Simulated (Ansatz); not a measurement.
A relaxation computed with Ansatz, from input to last step.

```yaml
crystal:
  lattice:
    - [4.4650747588, 0.0, 0.0]
    - [-2.2325373794, 3.8668681709, 0.0]
    - [0.0, 0.0, 6.419803336]
  atoms:
    - { symbol: Si, position: [0.1638608055, 0.8361391945, 0.8333333333] }
    - { symbol: Si, position: [0.327721611, 0.1638608055, 0.1666666667] }
    - { symbol: Si, position: [0.8361391945, 0.672278389, 0.5] }
    - { symbol: Si, position: [0.8361391945, 0.1638608055, 0.8333333333] }
    - { symbol: Si, position: [0.672278389, 0.8361391945, 0.1666666667] }
    - { symbol: Si, position: [0.1638608055, 0.327721611, 0.5] }
    - { symbol: Mo, position: [0.5, 0.0, 0.5] }
    - { symbol: Mo, position: [0.0, 0.5, 0.1666666667] }
    - { symbol: Mo, position: [0.5, 0.5, 0.8333333333] }
basis:
  ecutwfc: 420
kpoints:
  mp_grid: { grid: [12, 12, 6] }
hamiltonian:
  xc: pbe
scf:
  occupations: { method: gaussian, width: 0.01 }
output:
  forces: true
  stress: true
  eigenvalues: true
relax:
  adjacent_minimum: "off"
  f_tol: 0.01
  max_steps: 30
  cell: { stress_tol: 0.1, fix: [volume] }
```

```bash
ansatz run input.yaml --threads 2 --pin off --max-ram 5120MiB --backend cpu --events-out ev --progress --plain --runs-dir out
```

All numbers below come from Ansatz 0.2.0, DFT PBE, scalar-relativistic, plane waves, PAW.

The volume is held at 0.91 times that of the relaxed cell.

Of 3 frames 3 are shown, positions in Å and forces in eV/Å; the SCF threshold varies from step to step. Steps run on the plane waves of an earlier cell, with a Pulay correction in the pressure. The basis is chosen afresh for the last frame, the zero of the energies, and at times for earlier ones too; energy and pressure step there, also at an unchanged geometry.

```xyz
9
Lattice="4.4651 0.0000 0.0000 -2.2325 3.8669 0.0000 0.0000 0.0000 6.4198" Properties=species:S:1:pos:R:3:forces:R:3 pbc="T T T" step=1 free_energy_over_end_meV_per_atom=0.04 pressure_GPa=24.01
Si   -1.1351    3.2332    5.3498   -0.0099    0.0057    0.0000
Si    1.0975    0.6336    1.0700   -0.0099   -0.0057    0.0000
Si    2.2325    2.5996    3.2099    0.0000    0.0115    0.0000
Si    3.3676    0.6336    5.3498    0.0099   -0.0057    0.0000
Si    1.1351    3.2332    1.0700    0.0099    0.0057    0.0000
Si    0.0000    1.2673    3.2099    0.0000   -0.0115    0.0000
Mo    2.2325    0.0000    3.2099    0.0000    0.0000    0.0000
Mo   -1.1163    1.9334    1.0700    0.0000    0.0000    0.0000
Mo    1.1163    1.9334    5.3498    0.0000    0.0000    0.0000
9
Lattice="4.4627 0.0000 0.0000 -2.2314 3.8648 0.0000 0.0000 0.0000 6.4265" Properties=species:S:1:pos:R:3:forces:R:3 pbc="T T T" step=2 free_energy_over_end_meV_per_atom=0.00 pressure_GPa=23.99
Si   -1.1348    3.2317    5.3554   -0.0008    0.0004    0.0000
Si    1.0966    0.6331    1.0711   -0.0008   -0.0004    0.0000
Si    2.2314    2.5986    3.2133    0.0000    0.0009    0.0000
Si    3.3662    0.6331    5.3554    0.0008   -0.0004    0.0000
Si    1.1348    3.2317    1.0711    0.0008    0.0004    0.0000
Si    0.0000    1.2662    3.2133    0.0000   -0.0009    0.0000
Mo    2.2314    0.0000    3.2133    0.0000    0.0000    0.0000
Mo   -1.1157    1.9324    1.0711    0.0000    0.0000    0.0000
Mo    1.1157    1.9324    5.3554    0.0000    0.0000    0.0000
9
Lattice="4.4627 0.0000 0.0000 -2.2314 3.8648 0.0000 0.0000 0.0000 6.4265" Properties=species:S:1:pos:R:3:forces:R:3 pbc="T T T" step=3 free_energy_over_end_meV_per_atom=0.00 pressure_GPa=23.99
Si   -1.1348    3.2317    5.3554   -0.0008    0.0004    0.0000
Si    1.0966    0.6331    1.0711   -0.0008   -0.0004    0.0000
Si    2.2314    2.5986    3.2133    0.0000    0.0009    0.0000
Si    3.3662    0.6331    5.3554    0.0008   -0.0004    0.0000
Si    1.1348    3.2317    1.0711    0.0008    0.0004    0.0000
Si    0.0000    1.2662    3.2133    0.0000   -0.0009    0.0000
Mo    2.2314    0.0000    3.2133    0.0000    0.0000    0.0000
Mo   -1.1157    1.9324    1.0711    0.0000    0.0000    0.0000
Mo    1.1157    1.9324    5.3554    0.0000    0.0000    0.0000
```

The run took 58 s on 2 threads of Arm Neoverse V2, on a shared host, peak memory 0.54 GiB.